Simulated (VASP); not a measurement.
Input of a VASP 6.6.1 run:

The input INCAR:

```
ALGO     = Normal         # electronic algorithm
EDIFF    = 1E-6           # SCF threshold, eV
ENCUT    = 500            # plane-wave cutoff, eV
ISIF     = 2              # what is computed and relaxed
ISMEAR   = -5             # smearing method
LASPH    = True           # aspherical terms in the spheres
LCHARG   = False          # write CHGCAR
LMIXTAU  = True         
LORBIT   = 11             # projections on sites
LREAL    = False          # projectors in reciprocal space
LWAVE    = False          # write WAVECAR
METAGGA  = RSCAN          # meta-GGA
NBANDS   = 17             # bands
NEDOS    = 1001           # points of the DOS
NELM     = 60             # most SCF steps
PREC     = Accurate       # precision mode
SIGMA    = 0.05           # smearing width, eV
```

File KPOINTS:

```
k-points
0
Gamma
  7 7 4
```

File POSCAR:

```
Sr
1.0
    4.3667170305      0.0000000000      0.0000000000
   -2.1833585152      3.7816878795      0.0000000000
    0.0000000000      0.0000000000      7.1427737969
Sr
2
Direct
    0.6666666667      0.3333333333      0.7500000000
    0.3333333333      0.6666666667      0.2500000000
```

Potentials or basis: VASP PAW PBE potentials, release 64 (Sr_sv).

Run with:

```sh
$ cat potpaw_PBE.64/Sr_sv/POTCAR > POTCAR
$ mpirun -np 1 vasp_std > vasp.out
```

**Question.** What does it give for the pressure?

**Answer.** -0.3 GPa.

**Question.** Estimate the band gap on the k mesh.

**Answer.** None (metal or under the smearing width).

Stress tensor (GPa, compression positive):
```
-0.45  0.00  0.00
 0.00 -0.45  0.00
 0.00  0.00 -0.14
```

Caveat: the PAW data sets were made with another functional, which shifts forces and pressure a little; tetrahedron occupations give inexact forces and stress in metals.
